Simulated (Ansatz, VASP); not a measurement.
Sb: VASP beside Ansatz

File INCAR:

```
SYSTEM = Sb
  ALGO = Normal
  EDIFF = 1E-7
  ENCUT = 520
  GGA = PS
  ISIF = 2
  ISMEAR = 0
  LASPH = .TRUE.
  LCHARG = .TRUE.
  LELF = .TRUE.
  LREAL = .FALSE.
  LVHAR = .TRUE.
  LWAVE = .FALSE.
  NBANDS = 8
  NELM = 60
  PREC = Accurate
  SIGMA = 0.15
```

The input KPOINTS:

```
k-points
0
G
  16 16 16
  0 0 0
```

File POSCAR:

```
Sb
1.0
    3.0336000000      0.0000000000      0.0000000000
    0.0000000000      3.0336000000      0.0000000000
    0.0000000000      0.0000000000      3.0336000000
Sb
1
Direct
    0.0000000000      0.0000000000      0.0000000000
```

Input for Ansatz:

```yaml
crystal:
  lattice:
    - [3.0336, 0.0, 0.0]
    - [0.0, 3.0336, 0.0]
    - [0.0, 0.0, 3.0336]
  atoms:
    - { symbol: Sb, position: [0.0, 0.0, 0.0] }
basis:
  ecutwfc: 420
kpoints:
  mp_grid: { grid: [16, 16, 16] }
hamiltonian:
  xc: pbesol
scf:
  occupations: { method: gaussian, width: 0.15 }
output:
  forces: true
  stress: true
  eigenvalues: true
```

Change from the starting cell: strain -0.040 along x and y, -0.040 along z, atoms carried along.

Alike in both runs: task single point; functional PBEsol; k mesh 16 × 16 × 16; occupations gaussian, width 0.15 eV; no spin polarisation.

|  | VASP | Ansatz |
| --- | --- | --- |
| version | VASP 6.6.1 | Ansatz 0.2.0 |
| potentials or method | VASP PAW PBE potentials, release 64 (Sb) | scalar-relativistic, plane waves, PAW |
| plane-wave cutoff (eV) | 520 | 420 |
| valence electrons in the cell | 5 | 15 |

```csv
,VASP,Ansatz,Ansatz less VASP
gap on the k mesh at the Fermi level (eV),none,none,-
pressure (GPa),1.9,1.7,-0.17
```

A gap of «none» marks a metal or a gap that the smearing closes. The functional is the same, so the differences come from potentials, cutoffs and numerics. The two sets of potentials don't hold the same shells in valence.

Caveats: the PAW data sets were made with another functional, which shifts forces and pressure a little (VASP). The runs have no spin-orbit coupling, so splittings on Sb are missing.
